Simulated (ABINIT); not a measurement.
Wanted: the native input for an ABINIT 10.8.3 (patched build) run.

| Quantity | Value |
| --- | --- |
| Task | single point |
| Functional | PBE |
| Potentials or basis | JTH PAW PBE v2.0 |
| Cutoff | 599 eV |
| k mesh | 8 × 8 × 8 |
| Occupations | fermi-dirac, width 0.05 eV |
| Spin | no spin polarisation |
| Fine-grid cutoff | 1197.3 eV |
| Exchange and correlation inside the PAW spheres | full angular mesh (pawxcdev 0, this build's default; the released program takes 1) |

The structure of CdS lies in POSCAR:

```
CdS
1.0
    0.0000000000      2.7532440000      2.7532440000
    2.7532440000      0.0000000000      2.7532440000
    2.7532440000      2.7532440000      0.0000000000
Cd S
1 1
Direct
    0.0000000000      0.0000000000      0.0000000000  Cd
    0.5000000000      0.5000000000      0.5000000000  S
```

Measurements of this composition are mostly on another form, of space group No. 186.

One way to write it, as run:

run.abi

```
# Pseudopotentials
pp_dirpath "./"
pseudos "Cd.GGA_PBE-JTH.xml, S.GGA_PBE-JTH.xml"

# Structure
structure "poscar:POSCAR"
natom 2

# Plane-wave basis
ecut 22.0
pawecutdg 44.0

# k points
kptopt 1
ngkpt 8 8 8
nshiftk 1
shiftk 0.0 0.0 0.0

# Exchange and correlation
ixc 11

# Bands and occupations
nband 13
occopt 3
tsmear 0.00183747

# SCF cycle
nstep 100
tolvrs 1.0e-9

# Output
iomode 3
prtwf 0
prteig 0
prtebands 0
prtden 1
prtvha 1
prtvclmb 1
prtpot 1
```

Potentials or basis: JTH PAW PBE v2.0.

Run with:

```bash
$ abinit run.abi > log 2>&1
```

It gave:

| Item | Value |
| --- | --- |
| Pressure | -0.4 GPa |
| Band gap on the k mesh | 0.25 eV, indirect (least direct gap 1.54 eV) |
| Valence electrons inside the program's atomic spheres | Cd 10.32; S 3.56 |

It took 26 s on 1 thread of Arm Neoverse V1, on a shared host, peak memory 0.13 GiB.
